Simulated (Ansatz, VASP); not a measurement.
# MoS2 (2H-MoS2 3 layers, 2H (AA')) in two plane-wave programs, part 2 of 2

Wanted: the spread between two codes on one cell, functional and k mesh. Of the first pair: The structure shown is the start of the Ansatz relaxation below; VASP solves that cell, so the two are compared at the walk's first step.

VASP 6.6.1 and Ansatz 0.2.0.

So far: The starting structure; Ansatz: relaxation, LDA.

### 3. VASP: single point, LDA, start cell, pair 1

Level of this step: LDA, no spin polarisation; plane waves and PAW (S, Mo_sv) (VASP).

The same cell, functional (in two slightly different forms), mesh and smearing now go to VASP, with its own data sets.

Lines of VASP's logs that name or quote its potential files are left out, and so is its time.

File INCAR:

```
SYSTEM = MoS2
PREC = Accurate
ENCUT = 400
EDIFF = 1E-06
NELM = 120
ISMEAR = -1
SIGMA = 0.05
LREAL = .FALSE.
ALGO = Normal
GGA = PW92
NBANDS = 48
LASPH = .TRUE.
LORBIT = 11
LWAVE = .FALSE.
LCHARG = .FALSE.
ISIF = 2
LDIPOL = .TRUE.
IDIPOL = 3
DIPOL = 0.5 0.5 0.5
LVHAR = .TRUE.
GGA_COMPAT = .FALSE.
EFERMI = MIDGAP
NELMDL = -8
KPAR = 2
```

File POSCAR:

```
MoS2
1.0
    3.1800000000      0.0000000000      0.0000000000
   -1.5900000000      2.7539610000      0.0000000000
    0.0000000000      0.0000000000     62.5877930000
S Mo
6 3
Direct
    0.3333333333      0.6666666667      0.3738748225
    0.3333333333      0.6666666667      0.4260031665
    0.0000000000      0.0000000000      0.4739358360
    0.0000000000      0.0000000000      0.5260641640
    0.3333333333      0.6666666667      0.5739968335
    0.3333333333      0.6666666667      0.6261251775
    0.0000000000      0.0000000000      0.3999389945
    0.3333333333      0.6666666667      0.5000000000
    0.0000000000      0.0000000000      0.6000610055
```

File KPOINTS:

```
Automatic mesh
0
Gamma
12 12 1
0 0 0
```

Potentials, in the order of the species: S and Mo_sv (LDA family, release 64).

Run with:

```sh
mpirun -np 2 vasp_std
```

Numbers of over 12 decimals in the logs are rounded to 6 here.

The program printed:

```text
[banner, memory and clock lines left out]
running    2 mpi-ranks, on    1 nodes
 distrk:  each k-point on    1 cores,    2 groups
 distr:  one band on    1 cores,    1 groups

 POSCAR found type information on POSCAR S Mo
 POSCAR found :  2 types and       9 ions
|                                                                             |
|               ----> ADVICE to this user running VASP <----                  |
|                                                                             |
|     You enforced a specific xc type in the INCAR file but a different       |
|     [... a line on the potential file left out ...]
|     I HOPE YOU KNOW WHAT YOU ARE DOING!                                     |
|                                                                             |

 LDA part: xc-table for (Slater(with rela. corr.)+PW92), standard interpolation
|                                                                             |
|           W    W    AA    RRRRR   N    N  II  N    N   GGGG   !!!           |
|           W    W   A  A   R    R  NN   N  II  NN   N  G    G  !!!           |
|           W    W  A    A  R    R  N N  N  II  N N  N  G       !!!           |
|           W WW W  AAAAAA  RRRRR   N  N N  II  N  N N  G  GGG   !            |
|           WW  WW  A    A  R   R   N   NN  II  N   NN  G    G                |
|           W    W  A    A  R    R  N    N  II  N    N   GGGG   !!!           |
|                                                                             |
|     One of the lattice vectors is very long (>50 A), but AMIN is rather     |
|     large. This can spoil convergence since charge sloshing might occur     |
|     along the long lattice vector. If problems with convergence are         |
|     observed, try to decrease AMIN to a smaller value (e.g. 0.01).          |
|     Note: This warning only applies if the self-consistency cycle is        |
|     used.                                                                   |
|                                                                             |

 POSCAR, INCAR and KPOINTS ok, starting setup
 FFT: planning ... GRIDC
 FFT: planning ... GRID_SOFT
 FFT: planning ... GRID
 WAVECAR not read
 entering main loop
       N       E                     dE             d eps       ncg     rms          rms(c)
DAV:   1     0.561445241333E+03    0.56145E+03   -0.35556E+04  2432   0.106E+03
DAV:   2    -0.254156057696E+02   -0.58686E+03   -0.57299E+03  2440   0.281E+02
DAV:   3    -0.755155115048E+02   -0.50100E+02   -0.49196E+02  2168   0.752E+01
DAV:   4    -0.773953620539E+02   -0.18799E+01   -0.18649E+01  2440   0.142E+01
DAV:   5    -0.774406332475E+02   -0.45271E-01   -0.45197E-01  2336   0.228E+00
DAV:   6    -0.774424669427E+02   -0.18337E-02   -0.18323E-02  2568   0.435E-01
DAV:   7    -0.774425355861E+02   -0.68643E-04   -0.68635E-04  2408   0.750E-02
DAV:   8    -0.774425376756E+02   -0.20896E-05   -0.20887E-05  2288   0.120E-02    0.374E+01
DAV:   9    -0.743509001309E+02    0.30916E+01   -0.33366E+01  2080   0.269E+01    0.149E+01
DAV:  10    -0.735693274473E+02    0.78157E+00   -0.17794E+01  2096   0.200E+01    0.999E+00
DAV:  11    -0.726988015487E+02    0.87053E+00   -0.33749E+00  2096   0.884E+00    0.329E+00
DAV:  12    -0.727312166112E+02   -0.32415E-01   -0.35083E-01  2288   0.222E+00    0.178E+00
DAV:  13    -0.726960965897E+02    0.35120E-01   -0.12843E-01  2200   0.182E+00    0.441E-01
DAV:  14    -0.726960558639E+02    0.40726E-04   -0.94294E-03  2528   0.416E-01    0.293E-01
[...]
DAV:  22    -0.726961925031E+02   -0.48946E-04   -0.15275E-06  1536   0.324E-03    0.809E-03
DAV:  23    -0.726962653934E+02   -0.72890E-04   -0.45523E-06  1592   0.459E-03    0.247E-03
DAV:  24    -0.726962860737E+02   -0.20680E-04   -0.43074E-07  1352   0.187E-03    0.208E-03
DAV:  25    -0.726962944827E+02   -0.84091E-05   -0.11467E-07  1184   0.116E-03    0.123E-03
DAV:  26    -0.726963087696E+02   -0.14287E-04   -0.38823E-07  1336   0.130E-03    0.120E-03
DAV:  27    -0.726963104857E+02   -0.17161E-05   -0.35955E-08  1120   0.776E-04    0.115E-03
DAV:  28    -0.726963134130E+02   -0.29273E-05   -0.54779E-08  1168   0.704E-04    0.342E-04
DAV:  29    -0.726963139858E+02   -0.57277E-06   -0.25500E-09  1104   0.355E-04
   1 F= -.72696314E+02 E0= -.72696313E+02  d E =-.150793E-05
```

Parts of OUTCAR (step 3):

```text
ion  position               nearest neighbor table
   1  0.333  0.667  0.374-   7 2.46   7 2.46   7 2.46
   2  0.333  0.667  0.426-   7 2.46   7 2.46   7 2.46
   3  0.000  0.000  0.474-   8 2.46   8 2.46   8 2.46
   4  0.000  0.000  0.526-   8 2.46   8 2.46   8 2.46
   5  0.333  0.667  0.574-   9 2.46   9 2.46   9 2.46
   6  0.333  0.667  0.626-   9 2.46   9 2.46   9 2.46
   7  0.000  0.000  0.400-   1 2.46   2 2.46   1 2.46   2 2.46   1 2.46   2 2.46
   8  0.333  0.667  0.500-   3 2.46   4 2.46   3 2.46   4 2.46   3 2.46   4 2.46
   9  0.000  0.000  0.600-   6 2.46   5 2.46   6 2.46   5 2.46   6 2.46   5 2.46

  LATTYP: Found a hexagonal cell.
 ALAT       =     3.1800000000
 C/A-ratio  =    19.6816959119

 Subroutine GETGRP returns: Found 12 space group operations
 (whereof 12 operations were pure point group operations)

The static configuration has the point symmetry D_3h.

 Found     19 irreducible k-points:

   k-points           NKPTS =     19   k-points in BZ     NKDIM =     19   number of bands    NBANDS=     48

   dimension x,y,z NGX =    24 NGY =   24 NGZ =  420
   dimension x,y,z NGXF=    48 NGYF=   48 NGZF=  840

   ENCUT  =  400.0 eV  29.40 Ry    5.42 a.u.   5.19  5.19102.06*2*pi/ulx,y,z

   NELECT =      78.0000    total number of electrons

 k-points in reciprocal lattice and weights: Automatic mesh
   0.00000000  0.00000000  0.00000000       0.007
   0.08333333  0.00000000  0.00000000       0.042
   0.16666667 -0.00000000  0.00000000       0.042
   0.25000000  0.00000000  0.00000000       0.042
   0.33333333  0.00000000  0.00000000       0.042
   0.41666667 -0.00000000  0.00000000       0.042
   0.50000000  0.00000000  0.00000000       0.021
   0.08333333  0.08333333  0.00000000       0.042
   0.16666667  0.08333333  0.00000000       0.083
[...]
0.33333333  0.25000000  0.00000000       0.083
   0.33333333  0.33333333  0.00000000       0.014

 dipolmoment           0.000000      0.000000     -0.000000 electrons x Angstroem

 average (electrostatic) potential at core
       1 -93.9923       2 -94.0134       3 -94.0180       4 -94.0180       5 -94.0134
       6 -93.9923       7 -83.9919       8 -83.9929       9 -83.9919

 E-fermi :  -1.5153

 k-point     1 :       0.0000    0.0000    0.0000
  band No.  band energies     occupation
    ...
     35      -3.5451      2.00000
     36      -3.5244      2.00000
     37      -2.8526      2.00000
     38      -2.2943      2.00000
     39      -1.9968      1.99987
     40       0.3346      0.00000
     41       0.3346      0.00000
     42       0.3438      0.00000
     43       0.3438      0.00000
     44       0.3739      0.00000
    ...

 k-point     2 :       0.0833    0.0000    0.0000
  band No.  band energies     occupation
    ...
     35      -3.4675      2.00000
     36      -3.1841      2.00000
     37      -2.8398      2.00000
     38      -2.3587      2.00000
     39      -2.1413      1.99999
     40       0.1779      0.00000
     41       0.1949      0.00000
     42       0.2137      0.00000
     43       0.2142      0.00000
     44       0.2500      0.00000
    ...

 k-point     3 :       0.1667   -0.0000    0.0000
  band No.  band energies     occupation
    ...
     35      -3.5004      2.00000
     36      -3.1925      2.00000
     37      -2.9082      2.00000
     38      -2.6723      2.00000
     39      -2.5921      2.00000
     40      -0.3941      0.00000
     41      -0.2524      0.00000
     42      -0.0617      0.00000
     43       0.0249      0.00000
     44       0.0779      0.00000
    ...

  Total      -10.5343888    -10.5343904    -17.0938123      0.0000000      0.0000000      0.0000000
  in kB      -30.7925306    -30.7925354    -49.9660445      0.0000000      0.0000000      0.0000000
  external PRESSURE =     -37.1837035 kB  Pullay stress =       0.0000000 kB

  energy-cutoff  :      400.00
  volume of cell :      548.12
      direct lattice vectors                 reciprocal lattice vectors
     3.180000000  0.000000000  0.000000000     0.314465409  0.181556674  0.000000000
    -1.590000000  2.753961000  0.000000000     0.000000000  0.363113348  0.000000000
     0.000000000  0.000000000 62.587793000     0.000000000  0.000000000  0.015977557

 POSITION                                       TOTAL-FORCE (eV/Angst)
 -----------------------------------------------------------------------------------
     -0.00000      1.83597     23.40000        -0.000000     -0.000000      1.710378
     -0.00000      1.83597     26.66260        -0.000000     -0.000000     -1.616194
      0.00000      0.00000     29.66260         0.000000     -0.000000      1.618449
      0.00000      0.00000     32.92520         0.000000     -0.000000     -1.618449
     -0.00000      1.83597     35.92519        -0.000000     -0.000000      1.616194
     -0.00000      1.83597     39.18779        -0.000000     -0.000000     -1.710378
      0.00000      0.00000     25.03130         0.000000      0.000000     -0.039597
     -0.00000      1.83597     31.29390        -0.000000     -0.000000     -0.000000
      0.00000      0.00000     37.55649         0.000000      0.000000      0.039597
 -----------------------------------------------------------------------------------
    total drift:                                0.000001      0.000002     -0.000000

  FREE ENERGIE OF THE ION-ELECTRON SYSTEM (eV)
  ---------------------------------------------------
  free  energy   TOTEN  =       -72.6963139858 eV

  energy  without entropy=      -72.6963124778  energy(sigma->0) =      -72.69631323

 vacuum level on the upper side and lower side of the slab         3.759         3.759

 total charge
# of ion       s       p       d       tot
------------------------------------------
    1        1.363   2.296   0.000   3.659
    2        1.364   2.292   0.000   3.657
    3        1.365   2.292   0.000   3.656
    4        1.365   2.292   0.000   3.656
    5        1.364   2.292   0.000   3.657
    6        1.363   2.296   0.000   3.659
    7        2.279   6.199   3.884  12.362
    8        2.280   6.199   3.885  12.364
    9        2.279   6.199   3.884  12.362
--------------------------------------------------
tot         15.023  32.357  11.652  59.032

[... 3 further parts left out ...]
```

### 4. Differences

Known differences besides the potentials themselves: Ansatz cuts the interaction across the vacuum, VASP repeats the sheet with a dipole correction; the cutoff is 420 eV in Ansatz and 400 eV in VASP; VASP's log shows a relativistic correction to its local exchange, Ansatz's none. Total energies have different zeros and are not compared.

Forces (eV/Å; atoms numbered as in POSCAR):

```
atom        Ansatz x, y, z          VASP x, y, z
  S1   0.000, 0.000, 1.714   0.000, 0.000, 1.710
  S2  0.000, 0.000, -1.619  0.000, 0.000, -1.616
  S3   0.000, 0.000, 1.621   0.000, 0.000, 1.618
  S4  0.000, 0.000, -1.621  0.000, 0.000, -1.618
  S5   0.000, 0.000, 1.619   0.000, 0.000, 1.616
  S6  0.000, 0.000, -1.714  0.000, 0.000, -1.710
 Mo7  0.000, 0.000, -0.039  0.000, 0.000, -0.040
 Mo8   0.000, 0.000, 0.000   0.000, 0.000, 0.000
 Mo9   0.000, 0.000, 0.039   0.000, 0.000, 0.040
```

The forces differ by 1.3 meV/Å r.m.s., which is 0.2 % of the r.m.s. force of 0.777 eV/Å (both taken over all components). With vacuum in the cell, a pressure given here is an average over mostly empty space and none of the material.

### 5. Ansatz: relaxation, LDA

This run makes the geometry at which the two programs are then compared.

The structure compared here is the end of the Ansatz relaxation.

File input.yaml:

```yaml
crystal:
  lattice:
    - [3.18, 0.0, 0.0]
    - [-1.59, 2.753960784, 0.0]
    - [0.0, 0.0, 62.587793216]
  atoms:
    - { symbol: S, position: [0.3333333333, 0.6666666667, 0.3738748212] }
    - { symbol: Mo, position: [0.0, 0.0, 0.399938991] }
    - { symbol: S, position: [0.3333333333, 0.6666666667, 0.4260031608] }
    - { symbol: S, position: [0.0, 0.0, 0.4739358302] }
    - { symbol: Mo, position: [0.3333333333, 0.6666666667, 0.5] }
    - { symbol: S, position: [0.0, 0.0, 0.5260641698] }
    - { symbol: S, position: [0.3333333333, 0.6666666667, 0.5739968392] }
    - { symbol: Mo, position: [0.0, 0.0, 0.600061009] }
    - { symbol: S, position: [0.3333333333, 0.6666666667, 0.6261251788] }
  periodic: [true, true, false]
kpoints:
  mp_grid: { grid: [12, 12, 1] }
hamiltonian:
  xc: lda
  pseudopotentials: { kind: paw, azcp: { folder: soft_1 }, xc_functional: pbe }
scf:
  occupations: { method: fermi_dirac, width: 0.05 }
  convergence: { dr2_threshold: 1.0e-09 }
relax:
  f_tol: 0.004
  max_steps: 90
  cell: {}
output:
  write_potential: true
  write_density: true
  volumetric_format: npy
```

Run with:

```sh
ansatz run input.yaml --threads 4 --pin off --max-ram 6144MiB --backend cpu --events-out ev --progress --plain --runs-dir out
```

The program printed:

```text
[...]
Crystal: 9 atoms, lattice volume = 548.119 Å³
Basis set: ecut = 420 eV, 10757 PW (Γ)
Bands: 48, of which v1, the nominal top of the filled ones, is band 39 counted from 1 (38 counted from 0)
Symmetry: 12 space group operations
[...]
k-points: 19 of 144 (time reversal used)
[...]
- { symbol: S, position: [0.333333, 0.666667, 0.428409] }
    - { symbol: S, position: [-4.471907703242722e-19, -2.1701890401338522e-17, 0.475164] }
    - { symbol: Mo, position: [0.333333, 0.666667, 0.5] }
    - { symbol: S, position: [4.471907703245064e-19, -2.1701890401338528e-17, 0.524836] }
    - { symbol: S, position: [0.333333, 0.666667, 0.571591] }
[...]
- { symbol: S, position: [0.333333, 0.666667, 0.621230] }
[key lines of the parts left out:]
SCF converged after 5 iterations
Free energy (F): -19754.635940 eV
Fermi energy:    -5.068875 eV
P = ½ c Tr σ = 0.0028 N/m
```

### 6. VASP: single point, LDA, relaxed cell, pair 2

The same cell, functional (in two slightly different forms), mesh and smearing now go to VASP, with its own data sets.

INCAR is that of step 3.

File POSCAR:

```
MoS2
1.0
    3.1215280837      0.0000000000      0.0000000000
   -1.5607640418      2.7033226191      0.0000000000
    0.0000000000      0.0000000000     62.5877932160
S Mo
6 3
Direct
    0.3333333333      0.6666666667      0.3787696483
    0.3333333333      0.6666666667      0.4284086051
    0.0000000000      0.0000000000      0.4751637538
    0.0000000000      0.0000000000      0.5248362462
    0.3333333333      0.6666666667      0.5715913949
    0.3333333333      0.6666666667      0.6212303517
    0.0000000000      0.0000000000      0.4035651876
    0.3333333333      0.6666666667      0.5000000000
    0.0000000000      0.0000000000      0.5964348124
```

KPOINTS is that of step 3.

Run with:

```sh
mpirun -np 2 vasp_std
```

The program printed:

```text
[banner, memory and clock lines left out]
running    2 mpi-ranks, on    1 nodes
[...]
[... a notice as in an earlier step ...]

 LDA part: xc-table for (Slater(with rela. corr.)+PW92), standard interpolation
 [... a notice as in an earlier step ...]

 POSCAR, INCAR and KPOINTS ok, starting setup
[...]
entering main loop
       N       E                     dE             d eps       ncg     rms          rms(c)
DAV:   1     0.582500475107E+03    0.58250E+03   -0.35726E+04  2432   0.106E+03
DAV:   2    -0.258786938088E+02   -0.60838E+03   -0.59557E+03  2400   0.287E+02
DAV:   3    -0.758123360261E+02   -0.49934E+02   -0.49157E+02  2168   0.767E+01
DAV:   4    -0.775505469920E+02   -0.17382E+01   -0.17255E+01  2424   0.140E+01
[...]
DAV:  25    -0.733103625823E+02   -0.68752E-05   -0.63396E-08  1168   0.890E-04    0.173E-03
DAV:  26    -0.733103717695E+02   -0.91873E-05   -0.31666E-07  1256   0.138E-03    0.522E-04
DAV:  27    -0.733103722271E+02   -0.45751E-06   -0.14181E-08  1080   0.494E-04
   1 F= -.73310372E+02 E0= -.73310371E+02  d E =-.271033E-05
```

From OUTCAR (step 6):

```text
  Total       -0.2072196     -0.2072196     -0.2850138     -0.0000000     -0.0000000      0.0000000
  in kB       -0.6286179     -0.6286179     -0.8646130     -0.0000000     -0.0000000      0.0000000
  external PRESSURE =      -0.7072829 kB  Pullay stress =       0.0000000 kB

 POSITION                                       TOTAL-FORCE (eV/Angst)
 -----------------------------------------------------------------------------------
     -0.00000      1.80222     23.70636        -0.000000     -0.000000      0.002793
     -0.00000      1.80222     26.81315        -0.000000      0.000000     -0.004216
      0.00000      0.00000     29.73945        -0.000000     -0.000000      0.004218
      0.00000      0.00000     32.84834         0.000000     -0.000000     -0.004218
     -0.00000      1.80222     35.77464        -0.000000      0.000000      0.004216
     -0.00000      1.80222     38.88144         0.000000      0.000000     -0.002793
      0.00000      0.00000     25.25825        -0.000000     -0.000000     -0.001007
     -0.00000      1.80222     31.29390         0.000000     -0.000000      0.000000
      0.00000      0.00000     37.32954        -0.000000     -0.000000      0.001007
 -----------------------------------------------------------------------------------
    total drift:                               -0.000000      0.000000     -0.000000

  FREE ENERGIE OF THE ION-ELECTRON SYSTEM (eV)
  ---------------------------------------------------
  free  energy   TOTEN  =       -73.3103722271 eV

  energy  without entropy=      -73.3103695167  energy(sigma->0) =      -73.31037087

[... 1 part as in an earlier step ...]

[... 2 further parts left out ...]
[key lines of the parts left out:]
E-fermi :  -1.1616
```

### 7. Side by side

The two programs side by side:

```csv
quantity,Ansatz,VASP,difference
gap on the k mesh (eV),0.961,0.973,-0.011
```

At this near-relaxed geometry the largest component of a force difference is 5 meV/Å. A gap on the mesh is an upper bound, since the band edges may lie between its points. With vacuum in the cell, a pressure given here is an average over mostly empty space and none of the material.

### 8. What came out

```json
{"r.m.s. force difference (single point, LDA, start cell, pair 1)": "0.16 % of the r.m.s. force", "difference in gap on the k mesh (single point, LDA, relaxed cell, pair 2)": "-0.011 eV"}
```

**Reading.** The difference in gap on the k mesh is -0.011 eV (single point, LDA, relaxed cell, pair 2), within the 0.08 eV picked in this series as the mark of a large difference. Such differences can come from data sets, numerical settings and the points named under the comparisons, not from the functional's error against experiment.

[Lines on the potential files, build, host, timing and source positions are cut from VASP's logs without a mark.]

[Logs are printed without paths, hosts, clocks, repeated set-up lines and the standing remarks that a program may print on its own settings, such as how far it seeks lower states.]

[Hosts, paths, dates, database ids (printed as entryN), source tags and the programs' standing remarks are cut or masked in the printed files.]
